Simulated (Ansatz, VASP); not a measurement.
Given: the input of a run of Ansatz 0.2.0 on B.

Contents of input.yaml:

```yaml
crystal:
  lattice:
    - [1.8725870013, 0.0, 0.0]
    - [0.0, 1.8725870013, 0.0]
    - [0.0, 0.0, 1.8725870013]
  atoms:
    - { symbol: B, position: [0.5, 0.5, 0.5] }
hamiltonian:
  xc: pbe
  pseudopotentials: { kind: paw }
kpoints:
  mp_grid: { grid: [14, 14, 14] }
scf:
  occupations: { method: fermi_dirac, width: 0.05 }
output:
  forces: true
  stress: true
  eigenvalues: true
```

Potentials or basis: Ansatz PAW.

Launch:

```sh
$ ansatz run input.yaml --threads 1 --pin off --max-ram 3584MiB --backend cpu --events-out ev --progress --plain --runs-dir out
```

Question: Translate it to VASP 6.6.1. Potentials there: VASP PAW PBE potentials, release 64 (B).

Answer: As run (the cutoff follows the program's own potentials):

Contents of INCAR:

```
ALGO = Normal ; EDIFF = 1E-7
ENCUT = 520 ; GGA = PE
ISIF = 2 ; ISMEAR = -1
LASPH = T ; LCHARG = F
LREAL = F ; LWAVE = F
NBANDS = 8 ; NELM = 80
PREC = Accurate ; SIGMA = 0.05
```

The input KPOINTS:

```
k-points
0
Gamma
  14 14 14
```

File POSCAR:

```
B
1.0
    1.8725870013      0.0000000000      0.0000000000
    0.0000000000      1.8725870013      0.0000000000
    0.0000000000      0.0000000000      1.8725870013
B
1
Direct
    0.5000000000      0.5000000000      0.5000000000
```

Potentials or basis: VASP PAW PBE potentials, release 64 (B).

The run is started by

```sh
$ cat potpaw_PBE.64/B/POTCAR > POTCAR
$ mpirun -np 1 vasp_std > vasp.out
```

Both were run:

|  | VASP | Ansatz | Ansatz less VASP |
| --- | --- | --- | --- |
| gap on the k mesh at the Fermi level (eV) | none | none | - |
| pressure (GPa) | 5.3 | 5.3 | -0.04 |

A gap of «none» marks a metal or a gap that the smearing closes.

Caveats: the pressure holds a Pulay correction of +0.3 GPa for the finite cutoff (Ansatz).
